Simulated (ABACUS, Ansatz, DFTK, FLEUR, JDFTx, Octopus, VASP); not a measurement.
# One calculation of NiO, 8 ways

```xyz
2
Lattice="0.0000 2.0859 2.0859 2.0859 0.0000 2.0859 2.0859 2.0859 0.0000" Properties=species:S:1:pos:R:3 pbc="T T T"
Ni    0.0000    0.0000    0.0000
O     2.0859    2.0859    2.0859
```

Alike in all runs: task single point; functional PBE; k mesh 11 × 11 × 11; occupations fermi-dirac, width 0.05 eV; collinear spin, ferromagnetic start; no spin-orbit coupling. The measured crystal is an antiferromagnetic insulator; the state found here is the runs' own. Pressure is positive in compression and, in plane waves, holds the error of the finite cutoff, which Ansatz's Pulay term estimates and takes out.

```tsv
program and potentials	plane-wave cutoff (eV)	notes	pressure (GPa)	net moment per atom (μB)
Ansatz, Ansatz PAW	420	12 valence electrons an atom on average; Pulay term of +0.74 GPa included	5.71	0.86
VASP, PBE PAW files Ni, O, 520 eV	520	8 valence electrons an atom on average	5.08	0.84
FLEUR, all-electron, FLAPW	-	-	-	0.87
JDFTx, PseudoDojo-SR-PBE-0.5-standard	1333	12 valence electrons an atom on average	6.03	0.92
Octopus, pseudodojo_pbe (PseudoDojo 0.5, PBE)	-	12 valence electrons an atom on average	-	0.92
ABACUS, PseudoDojo NC SR 0.4.1 PBE standard, plane waves	1333	12 valence electrons an atom on average	6.06	0.92
Ansatz, all-electron LAPW, scalar-relativistic	-	-	6.27	0.89
DFTK, PseudoDojo SR PBE 0.4.1 standard (PBE)	1333	12 valence electrons an atom on average	6.03	0.92
```

The pressure spans 5.08 (VASP, PBE PAW files Ni, O, 520 eV) to 6.27 GPa (Ansatz, all-electron LAPW, scalar-relativistic), with all-electron results at 6.27. The net moment per atom spans 0.84 (VASP, PBE PAW files Ni, O, 520 eV) to 0.92 μB (Octopus, pseudodojo_pbe (PseudoDojo 0.5, PBE)), with all-electron results at 0.87 to 0.89. The state is the one that the start led to, which needn't be the lowest.

Differences between rows come from potentials, basis sets and numerical settings, since the functional is the same but for its coding. Runs on potential files found faulty are left out.

The net moment stays below the spin-only value of a high-spin d8 nickel ion with two unpaired eg electrons in every run. Covalency with oxygen can't explain this, as it moves spin between the atoms without changing the cell's total. Without spin-orbit coupling, a gapped cell would have an integer total moment, so the shortfall points to partly filled bands in both spin channels, probably a metallic overlap of majority states with minority eg states. This disagrees with the insulating crystal. The likely causes are PBE's too weak splitting of occupied and empty d states and the parallel spin order, which broadens the eg bands that antiferromagnetic order would narrow.

The four runs with PseudoDojo potentials agree on 0.92 μB, which suggests that the potential matters more than the program. The positive pressures show that this ferromagnetic state favours a larger cell in PBE, but they don't rise steadily with the moment: the all-electron LAPW run has the highest pressure at an intermediate moment. The moments alone don't give the size of the band overlap.
